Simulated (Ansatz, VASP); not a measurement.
**One calculation of Rb, two programs**

```
CELL_PARAMETERS angstrom
3.52697 0.00000 0.00000
-1.76348 3.05444 0.00000
0.00000 0.00000 5.79741
ATOMIC_POSITIONS crystal
Rb 0.33333 0.66667 0.25000
Rb 0.66667 0.33333 0.75000
```

Change from the starting cell: volume scaled by 0.4, LAPW.

Alike in both runs: task single point; functional LDA; k mesh 9 × 9 × 5; occupations fermi-dirac, width 0.1 eV; no spin polarisation.

|  | VASP | Ansatz |
| --- | --- | --- |
| version | VASP 6.6.1 | Ansatz 0.2.0 |
| potentials or method | VASP PAW LDA potentials, release 64 (Rb_sv), cutoff 520 eV | all-electron LAPW, scalar-relativistic |

|  | VASP | Ansatz | Ansatz less VASP |
| --- | --- | --- | --- |
| pressure (GPa) | 12.8 | 12.8 | -0.04 |

Ansatz ran all-electron here, so the differences hold the error of VASP's frozen core and of both bases.
